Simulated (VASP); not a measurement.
# Te (C2/m) in VASP: notebook, part 2 of 2

VASP 6.6.1. Earlier steps stand in the parts before.

**3. Single point, PBE**

INCAR

```
ADDGRID = F
ALGO = Normal
EDIFF = 1E-6
ENCUT = 460
GGA = PE
ISIF = 2
ISMEAR = 0
LASPH = T
LCHARG = F
LREAL = F
LWAVE = F
NBANDS = 16
NELM = 100
PREC = Accurate
SIGMA = 0.2
```

KPOINTS

```
k-points
0
Gamma
  3 3 2
```

POSCAR

```
Te
1.0
    3.8202894285     -2.1482026000      0.0000000000
    3.8202894285      2.1482026000      0.0000000000
   -0.0942908673      0.0000000000      5.9760906531
Te
3
Direct
    0.0000000000      0.0000000000      0.0000000000
    0.3094466100      0.3094466100      0.3388094900
    0.6905533900      0.6905533900      0.6611905100
```

Potentials or basis: VASP PAW PBE potentials, release 64 (Te).

Run with:

```bash
> cat potpaw_PBE.64/Te/POTCAR > POTCAR
> mpirun -np 1 vasp_std > vasp.out
```

OUTCAR:

```text
EDIFF = 1E-6
   ENCUT = 460
   GGA = PE
   ISIF = 2
   ISMEAR = 0
   LASPH = T
   LREAL = F
   NELM = 100
   PREC = Accurate

 Found      8 irreducible k-points:

 Following reciprocal coordinates:
            Coordinates               Weight
  0.000000  0.000000  0.000000      1.000000
  0.333333 -0.000000 -0.000000      4.000000
  0.333333  0.333333  0.000000      2.000000
 -0.333333  0.333333  0.000000      2.000000
  0.000000  0.000000  0.500000      1.000000
  0.333333 -0.000000  0.500000      4.000000
   k-points           NKPTS =      8   k-points in BZ     NKDIM =      8   number of bands    NBANDS=     16
   number of dos      NEDOS =    301   number of ions     NIONS =      3
   total plane-waves  NPLWV =  43008
   dimension x,y,z NGX =    32 NGY =   32 NGZ =   42
   dimension x,y,z NGXF=    64 NGYF=   64 NGZF=   84
   ions per type =               3
   NGX,Y,Z   is equivalent  to a cutoff of  12.14, 12.14, 11.68 a.u.
   NGXF,Y,Z  is equivalent  to a cutoff of  24.28, 24.28, 23.36 a.u.
 SYSTEM =  unknown system
   PREC   = accura    normal or accurate (medium, high low for compatibility)
   ISTART =      0    job   : 0-new  1-cont  2-samecut
   ICHARG =      2    charge: 1-file 2-atom 10-const
   ISPIN  =      1    spin polarized calculation?
[... 59 lines left out ...]
 fundamental gap:      0.3161803176
 Fermi energy:         6.4785939165

 k-point     1 :       0.0000    0.0000    0.0000
  band No.  band energies     occupation
      1      -7.2073      2.00000
      2      -4.0073      2.00000
      3      -3.8799      2.00000
      4       3.7201      2.00000
      5       3.7736      2.00000
      6       4.2403      2.00000
[... 91 lines left out ...]
      3      -3.3305      2.00000
      4       1.2930      2.00000
      5       2.8094      2.00000
      6       3.2825      2.00000
[... 8 lines left out ...]
     15      13.0785      0.00000
     16      13.8176      0.00000

 [... further k-points ...]

------------------------ aborting loop because EDIFF is reached ----------------------------------------

  FORCE on cell =-STRESS in cart. coord.  units (eV):
  Direction    XX          YY          ZZ          XY          YZ          ZX
  --------------------------------------------------------------------------------------
  -------------------------------------------------------------------------------------
  Total        1.3256027      2.2628466     -0.9048277      0.0000000      0.0000000     -0.3868984
  in kB       21.6523625     36.9612811    -14.7794345      0.0000000      0.0000000     -6.3195891
  external PRESSURE =      14.6114030 kB  Pullay stress =       0.0000000 kB

 VOLUME and BASIS-vectors are now :
 -----------------------------------------------------------------------------
  energy-cutoff  :      460.00
  volume of cell :       98.09
      direct lattice vectors                 reciprocal lattice vectors
     3.820289429 -2.148202600  0.000000000     0.130880136 -0.232752721  0.002065029
     3.820289429  2.148202600  0.000000000     0.130880136  0.232752721  0.002065029
    -0.094290867  0.000000000  5.976090653     0.000000000  0.000000000  0.167333472

 POSITION                                       TOTAL-FORCE (eV/Angst)
 -----------------------------------------------------------------------------------
      0.00000      0.00000      0.00000        -0.000000      0.000000      0.000000
      2.33240      0.00000      2.02476        -0.259723      0.000000      0.171692
      5.21388      0.00000      3.95133         0.259723      0.000000     -0.171692
 -----------------------------------------------------------------------------------
    total drift:                                0.000000     -0.000000     -0.000000

  FREE ENERGIE OF THE ION-ELECTRON SYSTEM (eV)
  ---------------------------------------------------
  free  energy   TOTEN  =        -8.9657450079 eV

  energy  without entropy=       -8.9323265775  energy(sigma->0) =       -8.94903579
```

Wall time 9.6 s (1 thread of AMD EPYC 7R13 (Zen 3), shared host); peak memory 0.16 GiB.

These settings aren't checked as converged: the numbers below hold their error.

What came out:

```
Free energy            : -8.9657 eV
Pressure               : 1.5 GPa
Largest force          : 0.311 eV/Å
Band gap on the k mesh : none (metal or under the smearing width)
```

Caveat: the k mesh is coarse (spacing up to 0.56 Å⁻¹), so the values aren't converged.

**4. Single point, PBE**

INCAR is that of step 3.

KPOINTS is that of step 3.

POSCAR

```
Te
1.0
    3.8202894285     -2.1482026000      0.0000000000
    3.8202894285      2.1482026000      0.0000000000
   -0.0942908673      0.0000000000      5.9760906531
Te
3
Direct
    0.0053760000      0.0030970000      0.0153300000
    0.3128830000      0.3144850000      0.3485460000
    0.7243610000      0.6723340000      0.6509690000
```

Potentials or basis: VASP PAW PBE potentials, release 64 (Te).

Run with:

```bash
> cat potpaw_PBE.64/Te/POTCAR > POTCAR
> mpirun -np 1 vasp_std > vasp.out
```

OUTCAR:

```text
EDIFF = 1E-6
   ENCUT = 460
   GGA = PE
   ISIF = 2
   ISMEAR = 0
   LASPH = T
   LREAL = F
   NELM = 100
   PREC = Accurate

 Found     10 irreducible k-points:

 Following reciprocal coordinates:
            Coordinates               Weight
  0.000000  0.000000  0.000000      1.000000
  0.333333 -0.000000 -0.000000      2.000000
  0.000000 -0.333333  0.000000      2.000000
  0.333333  0.333333  0.000000      2.000000
 -0.333333  0.333333  0.000000      2.000000
  0.000000  0.000000  0.500000      1.000000
   k-points           NKPTS =     10   k-points in BZ     NKDIM =     10   number of bands    NBANDS=     16
   number of dos      NEDOS =    301   number of ions     NIONS =      3
   total plane-waves  NPLWV =  43008
   dimension x,y,z NGX =    32 NGY =   32 NGZ =   42
   dimension x,y,z NGXF=    64 NGYF=   64 NGZF=   84
   ions per type =               3
   NGX,Y,Z   is equivalent  to a cutoff of  12.14, 12.14, 11.68 a.u.
   NGXF,Y,Z  is equivalent  to a cutoff of  24.28, 24.28, 23.36 a.u.
 SYSTEM =  unknown system
   PREC   = accura    normal or accurate (medium, high low for compatibility)
   ISTART =      0    job   : 0-new  1-cont  2-samecut
   ICHARG =      2    charge: 1-file 2-atom 10-const
   ISPIN  =      1    spin polarized calculation?
[... 59 lines left out ...]
 fundamental gap:      0.3929971505
 Fermi energy:         6.5037243838

 k-point     1 :       0.0000    0.0000    0.0000
  band No.  band energies     occupation
      1      -7.3383      2.00000
      2      -4.1367      2.00000
      3      -3.6952      2.00000
      4       3.3692      2.00000
      5       3.7070      2.00000
      6       4.3094      2.00000
[... 91 lines left out ...]
      3      -1.8515      2.00000
      4       2.6680      2.00000
      5       3.4681      2.00000
      6       3.8937      2.00000
[... 8 lines left out ...]
     15      11.4976      0.00000
     16      13.4885      0.00000

 [... further k-points ...]

------------------------ aborting loop because EDIFF is reached ----------------------------------------

  FORCE on cell =-STRESS in cart. coord.  units (eV):
  Direction    XX          YY          ZZ          XY          YZ          ZX
  --------------------------------------------------------------------------------------
  -------------------------------------------------------------------------------------
  Total        1.1862449      2.2955836     -0.1280825      0.1504120      0.0616066     -0.7619744
  in kB       19.3760961     37.4960062     -2.0920962      2.4568256      1.0062812    -12.4460707
  external PRESSURE =      18.2600020 kB  Pullay stress =       0.0000000 kB

 VOLUME and BASIS-vectors are now :
 -----------------------------------------------------------------------------
  energy-cutoff  :      460.00
  volume of cell :       98.09
      direct lattice vectors                 reciprocal lattice vectors
     3.820289429 -2.148202600  0.000000000     0.130880136 -0.232752721  0.002065029
     3.820289429  2.148202600  0.000000000     0.130880136  0.232752721  0.002065029
    -0.094290867  0.000000000  5.976090653     0.000000000  0.000000000  0.167333472

 POSITION                                       TOTAL-FORCE (eV/Angst)
 -----------------------------------------------------------------------------------
      0.03092     -0.00490      0.09161         0.084437     -0.052376      0.127279
      2.36386      0.00344      2.08294        -0.211636      0.193854     -0.155562
      5.27440     -0.11176      3.89025         0.127200     -0.141478      0.028284
 -----------------------------------------------------------------------------------
    total drift:                                0.000047     -0.000004     -0.000021

  FREE ENERGIE OF THE ION-ELECTRON SYSTEM (eV)
  ---------------------------------------------------
  free  energy   TOTEN  =        -9.0008470213 eV

  energy  without entropy=       -8.9763785487  energy(sigma->0) =       -8.98861279
```

It took 10 s on 1 thread of AMD EPYC 7R13 (Zen 3), shared host; peak memory 0.16 GiB.

These settings aren't checked as converged: the numbers below hold their error.

What came out:

* Free energy: -9.0008 eV
* Pressure: 1.8 GPa
* Largest force: 0.326 eV/Å
* Band gap on the k mesh: none (metal or under the smearing width)

Caveat: the k mesh is coarse (spacing up to 0.56 Å⁻¹), so the values aren't converged.

**5. Single point, PBE**

Edit INCAR of step 4 so:

```diff
@@ -14,2 +14,2 @@
 PREC = Accurate
-SIGMA = 0.2
+SIGMA = 0.01
```

KPOINTS is that of step 4.

POSCAR

```
Te
1.0
    3.8202894285     -2.1482026000      0.0000000000
    3.8202894285      2.1482026000      0.0000000000
   -0.0942908673      0.0000000000      5.9760906531
Te
3
Direct
    0.0000000000      0.0000000000      0.0000000000
    0.3094466100      0.3094466100      0.3388094900
    0.6905533900      0.6905533900      0.6611905100
```

Potentials or basis: VASP PAW PBE potentials, release 64 (Te).

Run with:

```bash
> cat potpaw_PBE.64/Te/POTCAR > POTCAR
> mpirun -np 1 vasp_std > vasp.out
```

OUTCAR:

```text
EDIFF = 1E-6
   ENCUT = 460
   GGA = PE
   ISIF = 2
   ISMEAR = 0
   LASPH = T
   LREAL = F
   NELM = 100
   PREC = Accurate

 Found      8 irreducible k-points:

 Following reciprocal coordinates:
            Coordinates               Weight
  0.000000  0.000000  0.000000      1.000000
  0.333333 -0.000000 -0.000000      4.000000
  0.333333  0.333333  0.000000      2.000000
[... 194 lines left out ...]
------------------------ aborting loop because EDIFF is reached ----------------------------------------

  FORCE on cell =-STRESS in cart. coord.  units (eV):
  Direction    XX          YY          ZZ          XY          YZ          ZX
  --------------------------------------------------------------------------------------
  -------------------------------------------------------------------------------------
  Total        1.2340488      2.5137977     -1.1650626      0.0000000      0.0000000     -0.5654191
  in kB       20.1569230     41.0603110    -19.0301035      0.0000000      0.0000000     -9.2355421
  external PRESSURE =      14.0623768 kB  Pullay stress =       0.0000000 kB

 VOLUME and BASIS-vectors are now :
 -----------------------------------------------------------------------------
  energy-cutoff  :      460.00
  volume of cell :       98.09
      direct lattice vectors                 reciprocal lattice vectors
     3.820289429 -2.148202600  0.000000000     0.130880136 -0.232752721  0.002065029
     3.820289429  2.148202600  0.000000000     0.130880136  0.232752721  0.002065029
    -0.094290867  0.000000000  5.976090653     0.000000000  0.000000000  0.167333472

 POSITION                                       TOTAL-FORCE (eV/Angst)
 -----------------------------------------------------------------------------------
      0.00000      0.00000      0.00000        -0.000000      0.000000      0.000000
      2.33240      0.00000      2.02476        -0.282918      0.000000      0.199834
      5.21388      0.00000      3.95133         0.282918      0.000000     -0.199834
 -----------------------------------------------------------------------------------
    total drift:                                0.000000     -0.000000     -0.000000

  FREE ENERGIE OF THE ION-ELECTRON SYSTEM (eV)
  ---------------------------------------------------
  free  energy   TOTEN  =        -8.9569407931 eV

  energy  without entropy=       -8.9569407931  energy(sigma->0) =       -8.95694079
```

stdout:

```text
POSCAR found type information on POSCAR Te
 POSCAR found :  1 types and       3 ions
 scaLAPACK will be used
 LDA part: xc-table for (Slater+PW92), standard interpolation
 POSCAR, INCAR and KPOINTS ok, starting setup
 FFT: planning ... GRIDC
 FFT: planning ... GRID_SOFT
 FFT: planning ... GRID
 WAVECAR not read
 entering main loop
```

Wall time 8.8 s (1 thread of AMD EPYC 7R13 (Zen 3), shared host); peak memory 0.16 GiB.

The run converged, but some of its settings lie outside the range that counts as converged, so its numbers aren't taken as properties of the crystal.

Results:

```
Free energy            : -8.9569 eV
Pressure               : 1.4 GPa
Largest force          : 0.346 eV/Å
Band gap on the k mesh : none (metal or under the smearing width)
```

Caveat: the k mesh is coarse (spacing up to 0.56 Å⁻¹), so the values aren't converged.

**6. Single point, PBE**

INCAR is that of step 5.

KPOINTS is that of step 5.

POSCAR

```
Te
1.0
    3.8202894285     -2.1482026000      0.0000000000
    3.8202894285      2.1482026000      0.0000000000
   -0.0942908673      0.0000000000      5.9760906531
Te
3
Direct
    0.0053760000      0.0030970000      0.0153300000
    0.3128830000      0.3144850000      0.3485460000
    0.7243610000      0.6723340000      0.6509690000
```

Potentials or basis: VASP PAW PBE potentials, release 64 (Te).

Run with:

```bash
> cat potpaw_PBE.64/Te/POTCAR > POTCAR
> mpirun -np 1 vasp_std > vasp.out
```

It took 11 s on 1 thread of AMD EPYC 7R13 (Zen 3), shared host; peak memory 0.16 GiB.

The run converged, but some of its settings lie outside the range that counts as converged, so its numbers aren't taken as properties of the crystal.

Results:

```yaml
Free_energy: -8.9841 eV
Pressure: 1.9 GPa
Largest_force: 0.374 eV/Å
Band_gap_on_the_k_mesh: none (metal or under the smearing width)
```

Caveat: the k mesh is coarse (spacing up to 0.56 Å⁻¹), so the values aren't converged.

**7. The reference run**

An earlier run on the cell as given: functional PBE; potentials or basis VASP PAW PBE potentials, release 64 (Te); cutoff 520 eV; k mesh 7 × 7 × 5; occupations fermi-dirac, width 0.05 eV; no spin polarisation.

* Pressure: 0.6 GPa
* Largest force: 0.110 eV/Å
* Band gap on the k mesh: 0.03 eV, indirect (least direct gap 0.20 eV)
